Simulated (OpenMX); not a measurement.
CdS (Greenockite) under changes of volume

One of the cells (25.121 Å³/atom); the others are scaled copies at fixed shape and fractional positions:

```
Cd S
1.0
     4.15000    0.00000    0.00000
    -2.07500    3.59401    0.00000
     0.00000    0.00000    6.73700
Cd S
2 2
Direct
  0.66667 0.33333 0.50000
  0.33333 0.66667 0.00000
  0.66667 0.33333 0.87500
  0.33333 0.66667 0.37500
```

```yaml
Program: OpenMX 3.8.5
Functional: PBE
Potentials_or_basis: OpenMX 2013 PBE set, Cd7.0-s3p2d1, S7.0-s2p2d1, fixed grid of 48 × 48 × 90 points
k_mesh: 7 × 7 × 5
Occupations: fermi-dirac, width 0.05 eV
Spin: no spin polarisation
```

```tsv
volume (Å³/atom)	energy over the lowest point (meV/atom)	gap on the mesh (eV)	largest force (eV/Å)
23.614	49.65	1.48	0.091
24.116	30.19	1.41	0.086
24.618	15.95	1.35	0.081
25.121	?	?	?
25.623	1.43	1.22	0.072
26.126	0.00	1.15	0.067
26.628	2.03	1.09	0.063
```

Problem. What does the run at 25.121 Å³/atom give?

Solution. Energy over the lowest point 6.55 meV/atom; gap on the mesh 1.28 eV; largest force 0.076 eV/Å.

Worked out: A Birch-Murnaghan fit of order 3 (a polynomial in V^(-2/3)) to the other rows has its minimum at 26.07 Å³/atom with B0 = V·E''(V) = 57 GPa and B' = 4.9 at fixed shape and positions, which overstates the stiffness. It gives 6.56 meV/atom at 25.121 Å³/atom, against the run's 6.55. A straight line through the other rows of the gap, of slope -3.25 eV per unit of ln V (its deformation potential), gives 1.28 eV, against the run's 1.28.

Energies are extrapolated to zero smearing.

Caveats: the basis of atomic orbitals isn't converged, which shifts pressures, moduli and gaps.

Spin-orbit coupling on Cd is left out.
